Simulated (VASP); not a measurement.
# Nb (Im-3m) in VASP: settings compared

One crystal, Nb, is run at these levels: LDA, PBE; tasks: elastic constants, phonons.

All numbers are computed with VASP 6.6.1; they aren't measurements. Logs are shortened: lines on timing, memory, paths and dates and some standing lists are left out, and cuts for length are marked.

### Step 1. Starting point

It takes space group Im-3m (No. 229, cubic). The conventional cell has a = 3.328 Å, b = 3.328 Å, c = 3.328 Å, α = 90.00°, β = 90.00°, γ = 90.00°. Around Nb (site symmetry m-3m) lie 8 Nb at 2.88 Å.

### Step 2. Elastic constants, LDA

Input file POSCAR:

```
Nb
1.0
   -1.6639500000      1.6639500000      1.6639500000
    1.6639500000     -1.6639500000      1.6639500000
    1.6639500000      1.6639500000     -1.6639500000
Nb
1
Direct
    0.0000000000      0.0000000000      0.0000000000
```

Input file INCAR.step1:

```
PREC = Accurate ; ENCUT = 600
EDIFF = 1E-8 ; ISMEAR = -1
SIGMA = 0.05 ; LREAL = F
LASPH = T ; NELM = 80
ALGO = Normal ; ISIF = 3
LWAVE = F ; LCHARG = F
GGA = CA ; IBRION = 2
NSW = 40 ; EDIFFG = -0.002
```

Input file INCAR.step2:

```
PREC = Accurate ; ENCUT = 600
EDIFF = 1E-8 ; ISMEAR = -1
SIGMA = 0.05 ; LREAL = F
LASPH = T ; NELM = 80
ALGO = Normal ; ISIF = 3
LWAVE = F ; LCHARG = F
GGA = CA ; IBRION = 6
NFREE = 2 ; POTIM = 0.015
NSW = 1
```

Input file KPOINTS:

```
regular mesh
0
Gamma
  8 8 8
```

Potentials or basis: VASP PAW LDA potentials, release 64 (Nb_sv).

Run with:

```sh
cat potpaw_LDA.64/Nb_sv/POTCAR > POTCAR
cp INCAR.step1 INCAR
mpirun -np 1 vasp_std > vasp.out
cp CONTCAR POSCAR
cp INCAR.step2 INCAR
mpirun -np 1 vasp_std > vasp.out
```

OUTCAR:

```text
PREC = Accurate
   ENCUT = 600
   EDIFF = 1E-8
   ISMEAR = -1
   LREAL = F
   LASPH = T
   NELM = 80
   ISIF = 3
   GGA = CA
   IBRION = 6
   NFREE = 2
   POTIM = 0.015
   NSW = 1

 ion  position               nearest neighbor table
   1  0.000  0.000  0.000-

  LATTYP: Found a body centered cubic cell.
 ALAT       =     3.2527244911

  Lattice vectors:

 A1 = (  -1.6263622455,   1.6263622455,   1.6263622455)
 A2 = (   1.6263622455,  -1.6263622455,   1.6263622455)
 A3 = (   1.6263622455,   1.6263622455,  -1.6263622455)

Analysis of symmetry for initial positions (statically):
=====================================================================
 Subroutine PRICEL returns:
 Original cell was already a primitive cell.

 Routine SETGRP: Setting up the symmetry group for a
 body centered cubic supercell.

 Subroutine GETGRP returns: Found 48 space group operations
 (whereof 48 operations were pure point group operations)
 out of a pool of 48 trial point group operations.

The static configuration has the point symmetry O_h .

Analysis of symmetry for dynamics (positions and initial velocities):
=====================================================================
 Subroutine PRICEL returns:
 Original cell was already a primitive cell.

 Routine SETGRP: Setting up the symmetry group for a
 body centered cubic supercell.

 Subroutine GETGRP returns: Found 48 space group operations
 (whereof 48 operations were pure point group operations)
 out of a pool of 48 trial point group operations.

The dynamic configuration has the point symmetry O_h .

 Subroutine INISYM returns: Found 48 space group operations
 (whereof 48 operations are pure point group operations),
 and found     1 'primitive' translations

----------------------------------------------------------------------------------------

                                     Primitive cell

  volume of cell :      17.2073

  direct lattice vectors                    reciprocal lattice vectors
    -1.626362246  1.626362246  1.626362246     0.000000000  0.307434584  0.307434584
     1.626362246 -1.626362246  1.626362246     0.307434584  0.000000000  0.307434584
     1.626362246  1.626362246 -1.626362246     0.307434584  0.307434584  0.000000000

  length of vectors
     2.816942041  2.816942041  2.816942041     0.434778158  0.434778158  0.434778158

  position of ions in fractional coordinates (direct lattice)
     0.000000000  0.000000000  0.000000000

  ion indices of the primitive-cell ions
   primitive index   ion index
                 1           1

----------------------------------------------------------------------------------------

 KPOINTS: regular mesh

Automatic generation of k-mesh.
 Grid dimensions read from file:
 generate k-points for:    8    8    8

 Generating k-lattice:

  Cartesian coordinates                     Fractional coordinates (reciprocal lattice)
     0.000000000  0.038429323  0.038429323     0.125000000  0.000000000  0.000000000
     0.038429323  0.000000000  0.038429323     0.000000000  0.125000000  0.000000000
     0.038429323  0.038429323  0.000000000     0.000000000  0.000000000  0.125000000

  Length of vectors
     0.054347270  0.054347270  0.054347270
[... 98 lines left out ...]
  ---------------------------------------------------
  ext. energy  EPLUGINS =         0.00000000
  ---------------------------------------------------
  free energy    TOTEN  =       -11.28187826 eV

  energy without entropy =      -11.27004209  energy(sigma->0) =      -11.27596018

------------------------ aborting loop because EDIFF is reached ----------------------------------------

  FORCE on cell =-STRESS in cart. coord.  units (eV):
  Direction    XX          YY          ZZ          XY          YZ          ZX
  --------------------------------------------------------------------------------------
  -------------------------------------------------------------------------------------
  Total       -0.0001821     -0.0001821     -0.0001821      0.0000000      0.0000000     -0.0000000
  in kB       -0.0169583     -0.0169583     -0.0169583      0.0000000      0.0000000     -0.0000000
  external PRESSURE =      -0.0169583 kB  Pullay stress =       0.0000000 kB
[... 86 lines left out ...]
  FREE ENERGIE OF THE ION-ELECTRON SYSTEM (eV)
  ---------------------------------------------------
  free  energy   TOTEN  =       -11.2780987886 eV

  energy  without entropy=      -11.2663274437  energy(sigma->0) =      -11.27221312

[... ionic steps 4 to 12 ...]

--------------------------------------- Ionic step       13  -------------------------------------------

 number of electron      13.0000001 magnetization

------------------------ aborting loop because EDIFF is reached ----------------------------------------
[... 65 lines left out ...]
--------------------------------------- Ionic step       15  -------------------------------------------

 number of electron      13.0000000 magnetization

 Free energy of the ion-electron system (eV)
  ---------------------------------------------------
  ext. energy  EPLUGINS =         0.00000000
  ---------------------------------------------------
  free energy    TOTEN  =       -11.28187808 eV

  energy without entropy =      -11.27004185  energy(sigma->0) =      -11.27595996

 E-fermi :  11.5093     XC(G=0): -12.9557

 val. band max:       11.4957738309   @ k =   0.3750   0.2500   0.0000
 cond. band min:      11.5153197208   @ k =   0.2500   0.0000   0.0000
 fundamental gap:      0.0195458899
 Fermi energy:        11.5092503605

 k-point     1 :       0.0000    0.0000    0.0000
  band No.  band energies     occupation
      1     -42.4081      2.00000
      2     -17.7477      2.00000
      3     -17.7477      2.00000
      4     -17.7477      2.00000
      5       5.6383      2.00000
      6      11.9451      0.00033
      7      11.9451      0.00033
      8      11.9451      0.00033
      9      15.0065      0.00000
     10      15.0065      0.00000
[... 287 lines left out ...]
 k-point    24 :      -0.3750    0.3750    0.2500
  band No.  band energies     occupation
      1     -42.0417      2.00000
      2     -18.9221      2.00000
      3     -18.4652      2.00000
      4     -18.3275      2.00000
      5       9.1036      2.00000
      6       9.6605      2.00000
      7      12.5982      0.00000
      8      13.3981      0.00000
      9      16.3237      0.00000
     10      17.7988      0.00000

 [... further k-points ...]

------------------------ aborting loop because EDIFF is reached ----------------------------------------

  FORCE on cell =-STRESS in cart. coord.  units (eV):
  Direction    XX          YY          ZZ          XY          YZ          ZX
  --------------------------------------------------------------------------------------
  -------------------------------------------------------------------------------------
  Total        0.0000817      0.0000817      0.0000817     -0.0000000      0.0000000     -0.0000000
  in kB        0.0076037      0.0076037      0.0076037     -0.0000000      0.0000000     -0.0000000
  external PRESSURE =       0.0076037 kB  Pullay stress =       0.0000000 kB
[... 16 lines left out ...]
  FREE ENERGIE OF THE ION-ELECTRON SYSTEM (eV)
  ---------------------------------------------------
  free  energy   TOTEN  =       -11.2818780785 eV

  energy  without entropy=      -11.2700418494  energy(sigma->0) =      -11.27595996

 INTERNAL STRAIN TENSORS FROM STRAINED CELLS
 ============================================

 INTERNAL STRAIN TENSOR FOR ION    1 for displacements in x,y,z  (eV/Angst):
          X           Y           Z          XY          YZ          ZX
  --------------------------------------------------------------------------------
  x    -0.00000    -0.00000    -0.00000    -0.00000     0.00000    -0.00000
  y    -0.00000     0.00000     0.00000     0.00000    -0.00000    -0.00000
  z    -0.00000    -0.00000    -0.00000     0.00000    -0.00000    -0.00000

 INTERNAL STRAIN TENSORS FROM DISPLACED ATOMS
 ============================================

 INTERNAL STRAIN TENSOR FOR ION    1 for displacements in x,y,z  (eV/Angst):
          X           Y           Z          XY          YZ          ZX
  --------------------------------------------------------------------------------
  x     0.00000     0.00000     0.00000     0.00000     0.00000     0.00000
  y     0.00000     0.00000     0.00000     0.00000     0.00000     0.00000
  z     0.00000     0.00000     0.00000     0.00000     0.00000     0.00000

 Eigenvectors and eigenvalues of the dynamical matrix
 ----------------------------------------------------

   1 f/i=    0.000000 THz     0.000000 2PiTHz    0.000000 cm-1     0.000000 meV
             X         Y         Z           dx          dy          dz
      0.000000  0.000000  0.000000     0.797946   -0.602730    0.000000

   2 f/i=    0.000000 THz     0.000000 2PiTHz    0.000000 cm-1     0.000000 meV
             X         Y         Z           dx          dy          dz
      0.000000  0.000000  0.000000    -0.602730   -0.797946    0.000000

   3 f/i=    0.000000 THz     0.000000 2PiTHz    0.000000 cm-1     0.000000 meV
             X         Y         Z           dx          dy          dz
      0.000000  0.000000  0.000000     0.000000    0.000000    1.000000

--------------------------------------------------------------------------------------------------------

 ELASTIC MODULI CONTR FROM IONIC RELAXATION (kBar)
 Direction    XX          YY          ZZ          XY          YZ          ZX
 --------------------------------------------------------------------------------
 XX           0.0000      0.0000      0.0000      0.0000      0.0000      0.0000
 YY           0.0000      0.0000      0.0000      0.0000      0.0000      0.0000
 ZZ           0.0000      0.0000      0.0000      0.0000      0.0000      0.0000
 XY           0.0000      0.0000      0.0000      0.0000      0.0000      0.0000
 YZ           0.0000      0.0000      0.0000      0.0000      0.0000      0.0000
 ZX           0.0000      0.0000      0.0000      0.0000      0.0000      0.0000
 --------------------------------------------------------------------------------

 TOTAL ELASTIC MODULI (kBar)
 Direction    XX          YY          ZZ          XY          YZ          ZX
 --------------------------------------------------------------------------------
 XX        3076.8970   1436.8509   1436.8509     -0.0000      0.0000     -0.0000
 YY        1436.8509   3076.8970   1436.8509     -0.0000     -0.0000      0.0000
 ZZ        1436.8509   1436.8509   3076.8970      0.0000      0.0000     -0.0000
 XY          -0.0000     -0.0000      0.0000    160.9567      0.0000     -0.0000
 YZ           0.0000     -0.0000      0.0000      0.0000    160.9567      0.0000
 ZX          -0.0000      0.0000     -0.0000     -0.0000      0.0000    160.9567
 --------------------------------------------------------------------------------
```

Wall time 1.8 min (1 thread of Intel Xeon 6975P-C (Granite Rapids), shared host); peak memory 0.18 GiB.

What came out:

| Quantity | Value |
| --- | --- |
| Relaxed volume | 17.21 Å³/atom |
| Relaxed cell | a = 2.817 Å, b = 2.817 Å, c = 2.817 Å, α = 109.47°, β = 109.47°, γ = 109.47° |
| Space group after relaxing (to 0.05 Å) | Im-3m (No. 229) |
| Elastic constants C11, C12, C44 | 308, 144, 16 GPa |
| Voigt bulk modulus | 198 GPa |

Step by step:
| step | energy change (eV) | largest force (eV/Å) | pressure (GPa) | volume (Å³) |
| --- | --- | --- | --- | --- |
| 1 | 0.0000 | 0.0000 | -11.91 | 18.43 |
| 2 | 0.1682 | 0.0000 | 35.26 | 15.01 |
| 3 | -0.0479 | 0.0000 | -0.62 | 17.26 |
| 4 | -0.0480 | 0.0000 | -0.08 | 17.21 |
| 5 | -0.0480 | 0.0000 | 0.19 | 17.19 |
| 6 | -0.0480 | 0.0000 | -0.32 | 17.24 |
| 7 | -0.0480 | 0.0000 | 0.00 | 17.21 |

Final structure:
```
Nb
1.0
    -1.62636    1.62636    1.62636
     1.62636   -1.62636    1.62636
     1.62636    1.62636   -1.62636
Nb
1
Direct
  0.00000 0.00000 0.00000
```

Elastic tensor in Voigt notation (GPa, in the Cartesian axes of the cell as first typed):
```
308 144 144   0   0   0
144 308 144   0   0   0
144 144 308   0   0   0
  0   0   0  16   0   0
  0   0   0   0  16   0
  0   0   0   0   0  16
```

Clamped-ion elastic tensor (GPa):
```
308 144 144   0   0   0
144 308 144   0   0   0
144 144 308   0   0   0
  0   0   0  16   0   0
  0   0   0   0  16   0
  0   0   0   0   0  16
```

### Step 3. Phonons, PBE

POSCAR is that of step 2.

Input file INCAR.step1:

```
PREC = Accurate ; ENCUT = 600
EDIFF = 1E-8 ; ISMEAR = -1
SIGMA = 0.05 ; LREAL = F
LASPH = T ; NELM = 80
ALGO = Fast ; ISIF = 3
LWAVE = F ; LCHARG = F
GGA = PE ; IBRION = 2
NSW = 40 ; EDIFFG = -0.002
```

Input file INCAR.step2:

```
PREC = Accurate ; ENCUT = 600
EDIFF = 1E-8 ; ISMEAR = -1
SIGMA = 0.05 ; LREAL = F
LASPH = T ; NELM = 80
ALGO = Fast ; ISIF = 2
LWAVE = F ; LCHARG = F
GGA = PE ; IBRION = 6
NFREE = 2 ; POTIM = 0.015
NSW = 1
```

Input file KPOINTS:

```
Automatic mesh
0
Gamma
  8 8 8
```

Potentials or basis: VASP PAW PBE potentials, release 64 (Nb_sv).

Run with:

```sh
cat potpaw_PBE.64/Nb_sv/POTCAR > POTCAR
cp INCAR.step1 INCAR
mpirun -np 1 vasp_std > vasp.out
cp CONTCAR POSCAR
cp INCAR.step2 INCAR
mpirun -np 1 vasp_std > vasp.out
```

OUTCAR:

```text
PREC = Accurate
   ENCUT = 600
   EDIFF = 1E-8
   ISMEAR = -1
   LREAL = F
   LASPH = T
   NELM = 80
   ISIF = 2
   GGA = PE
   IBRION = 6
   NFREE = 2
   POTIM = 0.015
   NSW = 1

 ion  position               nearest neighbor table
   1  0.000  0.000  0.000-

  LATTYP: Found a body centered cubic cell.
 ALAT       =     3.3108070061

  Lattice vectors:

 A1 = (  -1.6554035031,   1.6554035031,   1.6554035031)
 A2 = (   1.6554035031,  -1.6554035031,   1.6554035031)
 A3 = (   1.6554035031,   1.6554035031,  -1.6554035031)

Analysis of symmetry for initial positions (statically):
=====================================================================
 Subroutine PRICEL returns:
 Original cell was already a primitive cell.
[... 569 lines left out ...]

 [... further k-points ...]

------------------------ aborting loop because EDIFF is reached ----------------------------------------

  FORCE on cell =-STRESS in cart. coord.  units (eV):
  Direction    XX          YY          ZZ          XY          YZ          ZX
  --------------------------------------------------------------------------------------
  -------------------------------------------------------------------------------------
  Total        0.0037662      0.0037662      0.0037662     -0.0000000     -0.0000000     -0.0000000
  in kB        0.3325349      0.3325349      0.3325349     -0.0000000     -0.0000000     -0.0000000
  external PRESSURE =       0.3325349 kB  Pullay stress =       0.0000000 kB
[... 16 lines left out ...]
  FREE ENERGIE OF THE ION-ELECTRON SYSTEM (eV)
  ---------------------------------------------------
  free  energy   TOTEN  =       -10.2480459222 eV

  energy  without entropy=      -10.2367938680  energy(sigma->0) =      -10.24241990

 INTERNAL STRAIN TENSORS FROM DISPLACED ATOMS
 ============================================

 INTERNAL STRAIN TENSOR FOR ION    1 for displacements in x,y,z  (eV/Angst):
          X           Y           Z          XY          YZ          ZX
  --------------------------------------------------------------------------------
  x     0.00000     0.00000     0.00000     0.00000     0.00000     0.00000
  y     0.00000     0.00000     0.00000     0.00000     0.00000     0.00000
  z     0.00000     0.00000     0.00000     0.00000     0.00000     0.00000

 Eigenvectors and eigenvalues of the dynamical matrix
 ----------------------------------------------------

   1 f/i=    0.000000 THz     0.000000 2PiTHz    0.000000 cm-1     0.000000 meV
             X         Y         Z           dx          dy          dz
      0.000000  0.000000  0.000000     1.000000    0.000000    0.000000

   2 f/i=    0.000000 THz     0.000000 2PiTHz    0.000000 cm-1     0.000000 meV
             X         Y         Z           dx          dy          dz
      0.000000  0.000000  0.000000     0.000000    1.000000    0.000000

   3 f/i=    0.000000 THz     0.000000 2PiTHz    0.000000 cm-1     0.000000 meV
             X         Y         Z           dx          dy          dz
      0.000000  0.000000  0.000000     0.000000    0.000000    1.000000

 ELASTIC MODULI CONTR FROM IONIC RELAXATION (kBar)
 Direction    XX          YY          ZZ          XY          YZ          ZX
 --------------------------------------------------------------------------------
 XX           0.0000      0.0000      0.0000      0.0000      0.0000      0.0000
 YY           0.0000      0.0000      0.0000      0.0000      0.0000      0.0000
 ZZ           0.0000      0.0000      0.0000      0.0000      0.0000      0.0000
 XY           0.0000      0.0000      0.0000      0.0000      0.0000      0.0000
 YZ           0.0000      0.0000      0.0000      0.0000      0.0000      0.0000
 ZX           0.0000      0.0000      0.0000      0.0000      0.0000      0.0000
 --------------------------------------------------------------------------------
```

Run time: 89 s. Hardware: 1 thread of Intel Xeon 6975P-C (Granite Rapids), shared host; peak memory 0.13 GiB.

What came out:

- Relaxed volume: 18.15 Å³/atom
- Relaxed cell: a = 2.867 Å, b = 2.867 Å, c = 2.867 Å, α = 109.47°, β = 109.47°, γ = 109.47°
- Space group after relaxing (to 0.05 Å): Im-3m (No. 229)

The path:
```
step  energy change (eV)  largest force (eV/Å)  pressure (GPa)  volume (Å³)
   1              0.0000                0.0000           -2.63        18.43
   2              0.0061                0.0000            5.37        17.63
   3             -0.0023                0.0000            0.02        18.15
   4             -0.0023                0.0000           -0.05        18.16
   5             -0.0023                0.0000           -0.07        18.16
   6             -0.0023                0.0000           -0.06        18.15
   7             -0.0023                0.0000           -0.06        18.15
   8             -0.0023                0.0000           -0.06        18.15
   9             -0.0023                0.0000           -0.06        18.15
  10             -0.0023                0.0000           -0.06        18.15
  11             -0.0023                0.0000           -0.06        18.15
  12             -0.0023                0.0000           -0.06        18.15
  13             -0.0023                0.0000           -0.05        18.15
  14             -0.0023                0.0000           -0.04        18.15
  15             -0.0023                0.0000           -0.02        18.15
  16             -0.0023                0.0000            0.02        18.15
```

Final structure:
```
Nb
1.0
    -1.65540    1.65540    1.65540
     1.65540   -1.65540    1.65540
     1.65540    1.65540   -1.65540
Nb
1
Direct
  0.00000 0.00000 0.00000
```

(Part 1 of 2 ends here.)
